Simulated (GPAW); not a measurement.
# InAs (F-43m) in GPAW: notebook, part 2 of 2

GPAW 26.7.0. Earlier steps stand in the parts before.

### 6 Relaxation of cell and atoms, PBE+D3(BJ), target pressure 1 GPa, at which the enthalpy is minimised

File run.py:

```python
from ase.calculators.mixing import SumCalculator
from ase.filters import FrechetCellFilter
from ase.io import read, write
from ase.optimize import BFGS
from ase.units import GPa
from dftd3.ase import DFTD3
from gpaw import GPAW, PW

atoms = read('POSCAR')

calc = GPAW(mode=PW(600),
            xc='PBE',
            kpts={'size': (8, 8, 8), 'gamma': True},
            occupations={'name': 'fermi-dirac', 'width': 0.05},
            nbands=18,
            convergence={'density': 1e-05, 'forces': 0.0001},
            maxiter=150,
            txt='gpaw.txt')
atoms.calc = SumCalculator([calc, DFTD3(method='pbe', damping='d3bj')])
opt = BFGS(FrechetCellFilter(atoms, scalar_pressure=1 * GPa), trajectory='relax.traj', logfile='-')
done = opt.run(fmax=0.02, steps=40)
calc.write('gs.gpw')
write('result.traj', atoms)
print('Converged:', done)
print('Cell:', atoms.cell.cellpar().round(4))
print('Volume:', round(atoms.get_volume(), 4))
print(atoms.get_scaled_positions().round(5))
```

File POSCAR:

```
InAs
1.0
    0.0000000000      3.0180000000      3.0180000000
    3.0180000000      0.0000000000      3.0180000000
    3.0180000000      3.0180000000      0.0000000000
In As
1 1
Direct
    0.0000000000      0.0000000000      0.0000000000
    0.7500000000      0.7500000000      0.7500000000
```

Potentials or basis: GPAW PAW data sets (gpaw-data 1.2.1), pw.

Command:

```console
$ OMP_NUM_THREADS=1 python run.py
```

gpaw.txt:

```text
__  _  _
 | _ |_)|_||  |
 |__||  | ||/\| - 26.7.0

Input parameters:
  mode=PW(ecut=600.0),
  convergence={'density': 1e-05, 'forces': 0.0001},
  kpts=MonkhorstPack(size=(8, 8, 8), gamma=True),
  maxiter=150,
  nbands=18,
  occupations=Occupations(name='fermi-dirac', width=0.05),
  xc=XC(name='PBE')

Diagonalizing LCAO Hamiltonian
Converting LCAO to pw mode

                     As

       In

Atoms  # Å, Bohr magnetons
|   | symbol |        x |        y |        z |    initial magnetic moments |
|---|--------|----------|----------|----------|-----------------------------|
| 0 |     In | 0.000000 | 0.000000 | 0.000000 | ( 0.0000,  0.0000,  0.0000) |
| 1 |     As | 4.527000 | 4.527000 | 4.527000 | ( 0.0000,  0.0000,  0.0000) |

Unit cell  # Å
| periodic |        x |        y |        z |  lengths |    angles |
|----------|----------|----------|----------|----------|-----------|
|      yes | 0.000000 | 3.018000 | 3.018000 | 4.268097 | 60.000000 |
|      yes | 3.018000 | 0.000000 | 3.018000 | 4.268097 | 60.000000 |
|      yes | 3.018000 | 3.018000 | 0.000000 | 4.268097 | 60.000000 |

Number of symmetries: 24
Symmetry operations  # r_c * U_cc + t_c -> r_c
|    | kind |            matrix            |
|----|------|------------------------------|
|  0 |  E   |  1, 0, 0,  0, 1, 0,  0, 0, 1 |
|  1 |  σ   |  1, 0, 0,  0, 0, 1,  0, 1, 0 |
|  2 |  σ   |  1, 0,-1,  0, 1,-1,  0, 0,-1 |
|  3 |  C3  |  1, 0,-1,  0, 0,-1,  0, 1,-1 |
|  4 |  C3  |  1,-1, 0,  0,-1, 1,  0,-1, 0 |
|  5 |  σ   |  1,-1, 0,  0,-1, 0,  0,-1, 1 |
|  6 |  σ   |  0, 1, 0,  1, 0, 0,  0, 0, 1 |
|  7 |  C3  |  0, 1, 0,  0, 0, 1,  1, 0, 0 |
|  8 |  C2  |  0, 1,-1,  1, 0,-1,  0, 0,-1 |
|  9 |  S4  |  0, 1,-1,  0, 0,-1,  1, 0,-1 |
| 10 |  C3  |  0, 0, 1,  1, 0, 0,  0, 1, 0 |
| 11 |  σ   |  0, 0, 1,  0, 1, 0,  1, 0, 0 |
| 12 |  S4  |  0, 0,-1,  1, 0,-1,  0, 1,-1 |
| 13 |  C3  |  0, 0,-1,  0, 1,-1,  1, 0,-1 |
| 14 |  S4  |  0,-1, 1,  1,-1, 0,  0,-1, 0 |
| 15 |  C2  |  0,-1, 1,  0,-1, 0,  1,-1, 0 |
| 16 |  C3  |  0,-1, 0,  1,-1, 0,  0,-1, 1 |
| 17 |  S4  |  0,-1, 0,  0,-1, 1,  1,-1, 0 |
| 18 |  S4  | -1, 1, 0, -1, 0, 1, -1, 0, 0 |
| 19 |  C3  | -1, 1, 0, -1, 0, 0, -1, 0, 1 |
| 20 |  C3  | -1, 0, 1, -1, 1, 0, -1, 0, 0 |
| 21 |  S4  | -1, 0, 1, -1, 0, 0, -1, 1, 0 |
| 22 |  σ   | -1, 0, 0, -1, 1, 0, -1, 0, 1 |
| 23 |  C2  | -1, 0, 0, -1, 0, 1, -1, 1, 0 |
[... 168 lines left out ...]
|------------|---------------|-----------|
|          0 |        -9.407 |     2.000 |
|        ... |               |           |
|          2 |        -9.407 |     2.000 |
|          3 |        -9.278 |     2.000 |
|          4 |        -9.278 |     2.000 |
|          5 |        -6.992 |     2.000 |
|          6 |         4.743 |     1.969 |
|          7 |         4.904 |     1.446 |
[... 8 lines left out ...]
|         16 |        15.399 |     0.000 |
|         17 |        15.399 |     0.000 |

No gap
No difference between direct/indirect transitions

Stress tensor  # eV/Ang^3
|         x |         y |         z |
|-----------|-----------|-----------|
| -0.025242 | -0.000000 | -0.000000 |
| -0.000000 | -0.025242 |  0.000000 |
| -0.000000 |  0.000000 | -0.025242 |

Forces  # eV/Ang
|        x |       y |        z |
|----------|---------|----------|
| -0.00000 | 0.00000 | -0.00000 |  # In   0
|  0.00000 | 0.00000 |  0.00000 |  # As   1

Interpolating wave functions to new cell

                     As

       In

Atoms  # Å, Bohr magnetons
|   | symbol |         x |        y |         z |    initial magnetic moments |
|---|--------|-----------|----------|-----------|-----------------------------|
| 0 |     In | -0.000000 | 0.000000 | -0.000000 | ( 0.0000,  0.0000,  0.0000) |
| 1 |     As |  4.532307 | 4.532307 |  4.532307 | ( 0.0000,  0.0000,  0.0000) |

Unit cell  # Å
| periodic |        x |         y |         z |  lengths |    angles |
|----------|----------|-----------|-----------|----------|-----------|
|      yes | 0.000000 |  3.021538 |  3.021538 | 4.273100 | 60.000000 |
|      yes | 3.021538 | -0.000000 |  3.021538 | 4.273100 | 60.000000 |
|      yes | 3.021538 |  3.021538 | -0.000000 | 4.273100 | 60.000000 |

Number of symmetries: 24
Symmetry operations  # r_c * U_cc + t_c -> r_c
|    | kind |            matrix            |
|----|------|------------------------------|
|  0 |  E   |  1, 0, 0,  0, 1, 0,  0, 0, 1 |
|  1 |  σ   |  1, 0, 0,  0, 0, 1,  0, 1, 0 |
|  2 |  σ   |  1, 0,-1,  0, 1,-1,  0, 0,-1 |
|  3 |  C3  |  1, 0,-1,  0, 0,-1,  0, 1,-1 |
|  4 |  C3  |  1,-1, 0,  0,-1, 1,  0,-1, 0 |
|  5 |  σ   |  1,-1, 0,  0,-1, 0,  0,-1, 1 |
|  6 |  σ   |  0, 1, 0,  1, 0, 0,  0, 0, 1 |
|  7 |  C3  |  0, 1, 0,  0, 0, 1,  1, 0, 0 |
|  8 |  C2  |  0, 1,-1,  1, 0,-1,  0, 0,-1 |
|  9 |  S4  |  0, 1,-1,  0, 0,-1,  1, 0,-1 |
| 10 |  C3  |  0, 0, 1,  1, 0, 0,  0, 1, 0 |
| 11 |  σ   |  0, 0, 1,  0, 1, 0,  1, 0, 0 |
| 12 |  S4  |  0, 0,-1,  1, 0,-1,  0, 1,-1 |
| 13 |  C3  |  0, 0,-1,  0, 1,-1,  1, 0,-1 |
| 14 |  S4  |  0,-1, 1,  1,-1, 0,  0,-1, 0 |
| 15 |  C2  |  0,-1, 1,  0,-1, 0,  1,-1, 0 |
| 16 |  C3  |  0,-1, 0,  1,-1, 0,  0,-1, 1 |
| 17 |  S4  |  0,-1, 0,  0,-1, 1,  1,-1, 0 |
| 18 |  S4  | -1, 1, 0, -1, 0, 1, -1, 0, 0 |
| 19 |  C3  | -1, 1, 0, -1, 0, 0, -1, 0, 1 |
| 20 |  C3  | -1, 0, 1, -1, 1, 0, -1, 0, 0 |
| 21 |  S4  | -1, 0, 1, -1, 0, 0, -1, 1, 0 |
| 22 |  σ   | -1, 0, 0, -1, 1, 0, -1, 0, 1 |
| 23 |  C2  | -1, 0, 0, -1, 0, 1, -1, 1, 0 |
[... 166 lines left out ...]
|------------|---------------|-----------|
|          0 |        -9.437 |     2.000 |
|        ... |               |           |
|          2 |        -9.437 |     2.000 |
|          3 |        -9.309 |     2.000 |
|          4 |        -9.309 |     2.000 |
|          5 |        -7.006 |     2.000 |
|          6 |         4.688 |     1.979 |
|          7 |         4.867 |     1.445 |
[... 8 lines left out ...]
|         16 |        15.356 |     0.000 |
|         17 |        15.356 |     0.000 |

No gap
No difference between direct/indirect transitions

Stress tensor  # eV/Ang^3
|         x |         y |         z |
|-----------|-----------|-----------|
| -0.023766 |  0.000000 | -0.000000 |
|  0.000000 | -0.023766 | -0.000000 |
| -0.000000 | -0.000000 | -0.023766 |

Forces  # eV/Ang
|        x |        y |       z |
|----------|----------|---------|
| -0.00000 | -0.00000 | 0.00000 |  # In   0
|  0.00000 | -0.00000 | 0.00000 |  # As   1

Interpolating wave functions to new cell

                     As

       In

Atoms  # Å, Bohr magnetons
|   | symbol |         x |         y |        z |    initial magnetic moments |
|---|--------|-----------|-----------|----------|-----------------------------|
| 0 |     In | -0.000000 | -0.000000 | 0.000000 | ( 0.0000,  0.0000,  0.0000) |
| 1 |     As |  4.550096 |  4.550096 | 4.550096 | ( 0.0000,  0.0000,  0.0000) |

Unit cell  # Å
| periodic |        x |        y |        z |  lengths |    angles |
|----------|----------|----------|----------|----------|-----------|
|      yes | 0.000000 | 3.033397 | 3.033397 | 4.289872 | 60.000000 |
|      yes | 3.033397 | 0.000000 | 3.033397 | 4.289872 | 60.000000 |
|      yes | 3.033397 | 3.033397 | 0.000000 | 4.289872 | 60.000000 |

Number of symmetries: 24
Symmetry operations  # r_c * U_cc + t_c -> r_c
|    | kind |            matrix            |
|----|------|------------------------------|
|  0 |  E   |  1, 0, 0,  0, 1, 0,  0, 0, 1 |
|  1 |  σ   |  1, 0, 0,  0, 0, 1,  0, 1, 0 |
|  2 |  σ   |  1, 0,-1,  0, 1,-1,  0, 0,-1 |
|  3 |  C3  |  1, 0,-1,  0, 0,-1,  0, 1,-1 |
|  4 |  C3  |  1,-1, 0,  0,-1, 1,  0,-1, 0 |
|  5 |  σ   |  1,-1, 0,  0,-1, 0,  0,-1, 1 |
|  6 |  σ   |  0, 1, 0,  1, 0, 0,  0, 0, 1 |
|  7 |  C3  |  0, 1, 0,  0, 0, 1,  1, 0, 0 |
|  8 |  C2  |  0, 1,-1,  1, 0,-1,  0, 0,-1 |
|  9 |  S4  |  0, 1,-1,  0, 0,-1,  1, 0,-1 |
| 10 |  C3  |  0, 0, 1,  1, 0, 0,  0, 1, 0 |
| 11 |  σ   |  0, 0, 1,  0, 1, 0,  1, 0, 0 |
| 12 |  S4  |  0, 0,-1,  1, 0,-1,  0, 1,-1 |
| 13 |  C3  |  0, 0,-1,  0, 1,-1,  1, 0,-1 |
| 14 |  S4  |  0,-1, 1,  1,-1, 0,  0,-1, 0 |
| 15 |  C2  |  0,-1, 1,  0,-1, 0,  1,-1, 0 |
| 16 |  C3  |  0,-1, 0,  1,-1, 0,  0,-1, 1 |
| 17 |  S4  |  0,-1, 0,  0,-1, 1,  1,-1, 0 |
| 18 |  S4  | -1, 1, 0, -1, 0, 1, -1, 0, 0 |
| 19 |  C3  | -1, 1, 0, -1, 0, 0, -1, 0, 1 |
| 20 |  C3  | -1, 0, 1, -1, 1, 0, -1, 0, 0 |
| 21 |  S4  | -1, 0, 1, -1, 0, 0, -1, 1, 0 |
| 22 |  σ   | -1, 0, 0, -1, 1, 0, -1, 0, 1 |
| 23 |  C2  | -1, 0, 0, -1, 0, 1, -1, 1, 0 |
[... 167 lines left out ...]
|------------|---------------|-----------|
|          0 |        -9.535 |     2.000 |
|        ... |               |           |
|          2 |        -9.535 |     2.000 |
|          3 |        -9.412 |     2.000 |
|          4 |        -9.412 |     2.000 |
|          5 |        -7.052 |     2.000 |
|          6 |         4.506 |     1.994 |
|          7 |         4.744 |     1.448 |
[... 8 lines left out ...]
|         16 |        15.213 |     0.000 |
|         17 |        15.213 |     0.000 |

No gap
No difference between direct/indirect transitions

Stress tensor  # eV/Ang^3
|         x |         y |         z |
|-----------|-----------|-----------|
| -0.018988 |  0.000000 |  0.000000 |
|  0.000000 | -0.018988 | -0.000000 |
|  0.000000 | -0.000000 | -0.018988 |

Forces  # eV/Ang
|        x |        y |        z |
|----------|----------|----------|
|  0.00000 |  0.00000 |  0.00000 |  # In   0
| -0.00000 | -0.00000 | -0.00000 |  # As   1

# Writing to gs.gpw (mode='')
```

Run time: 68 s. Hardware: 1 thread of Arm Neoverse N1, shared host; peak memory 0.23 GiB.

Results:

- Free energy: -8.5627 eV
- Relaxed volume: 27.91 Å³/atom
- Relaxed cell: a = 4.290 Å, b = 4.290 Å, c = 4.290 Å, α = 60.00°, β = 60.00°, γ = 60.00°
- Space group after relaxing (to 0.05 Å): F-43m (No. 216)
- Energy change on relaxing (the enthalpy is what falls): -4.0 meV/atom
- Ionic steps: 3
- Pressure after relaxing: 1.0 GPa
- Band gap on the k mesh: none (metal or under the smearing width)
- Dispersion energy per atom: -0.319 eV

Step by step:
```csv
step,energy change (eV),largest force (eV/Å),pressure (GPa),volume (Å³)
1,0.0000,0.0000,1.96,54.98
2,-0.0023,0.0000,1.73,55.17
3,-0.0079,0.0000,1.01,55.82
```

Final structure:
```xyz
2
Lattice="0.0000 3.0334 3.0334 3.0334 0.0000 3.0334 3.0334 3.0334 0.0000" Properties=species:S:1:pos:R:3 pbc="T T T"
In    0.0000    0.0000    0.0000
As    4.5501    4.5501    4.5501
```

Caveat: later steps reuse the first step's grids; pairwise dispersion overbinds metals, which lowers pressure and volume; this crystal is a semiconductor, whose small gap the functional closes, so the metal is an error of the method. Zero-point motion and thermal expansion aren't in these numbers.

### 7 Overview

| task | level | cell | smearing | optimizer | fmax | max steps | target pressure | convergence | gap on the mesh (eV) | pressure (GPa) |
| --- | --- | --- | --- | --- | --- | --- | --- | --- | --- | --- |
| single point | PBE | as given | gaussian 0.025 eV | - | - | - | - | - | none | 4.0 |
| single point | PBE | as given | gaussian 0.026 eV | - | - | - | - | - | none | 4.0 |
| single point | PBE | as given | gaussian 0.027 eV | - | - | - | - | - | none | 4.0 |
| single point | PBE | as given | gaussian 0.028 eV | - | - | - | - | - | none | 4.0 |
| relaxation of cell and atoms | PBE+D3(BJ) | relaxed to 1 GPa | fermi-dirac 0.05 eV | BFGS | 0.02 eV/Å | 40 | 1 GPa | density=1e-05 forces=0.0001 | none | 1.0 |

Alike in all rows: potentials or basis GPAW PAW data sets (gpaw-data 1.2.1), pw; no spin polarisation; k mesh 8 × 8 × 8; cutoff (eV) 600.

Every run on the cell as given and a fine mesh finds a metal.

Caveats: this crystal is a semiconductor, whose small gap the functional closes, so the metal is an error of the method; later steps reuse the first step's grids (some runs); pairwise dispersion overbinds metals, which lowers pressure and volume (some runs).

Absolute energies hang on the potentials; compare differences alone.

### 8 Comparison with measurements

Step 2. A measured gap of InAs is 0.418 eV (direct; 4.2 K; a printed reference work, data compilation); the calculated 0.00 eV misses it by -0.42 eV. Spin-orbit coupling on As, In is left out. The value is that of PBE on a finite k mesh, which can miss the band edges, without temperature or zero-point motion. Semilocal functionals fall short of measured gaps as a rule.

Step 3. Measured gap of InAs: 0.418 eV (direct; 4.2 K; a printed reference work, data compilation). This calculation gives 0.00 eV (-0.42 eV). Spin-orbit coupling on As, In is left out. The value is that of PBE on a finite k mesh, which can miss the band edges, without temperature or zero-point motion. Semilocal functionals fall short of measured gaps as a rule.

Step 4. Against the measured gap of InAs, 0.418 eV (direct; 4.2 K; a printed reference work, data compilation), the calculated 0.00 eV is off by -0.42 eV. Spin-orbit coupling on As, In is left out. The value is that of PBE on a finite k mesh, which can miss the band edges, without temperature or zero-point motion. Semilocal functionals fall short of measured gaps as a rule.

Step 5. Against the measured gap of InAs, 0.418 eV (direct; 4.2 K; a printed reference work, data compilation), the calculated 0.00 eV is off by -0.42 eV. Spin-orbit coupling on As, In is left out. The value is that of PBE on a finite k mesh, which can miss the band edges, without temperature or zero-point motion. Semilocal functionals fall short of measured gaps as a rule.
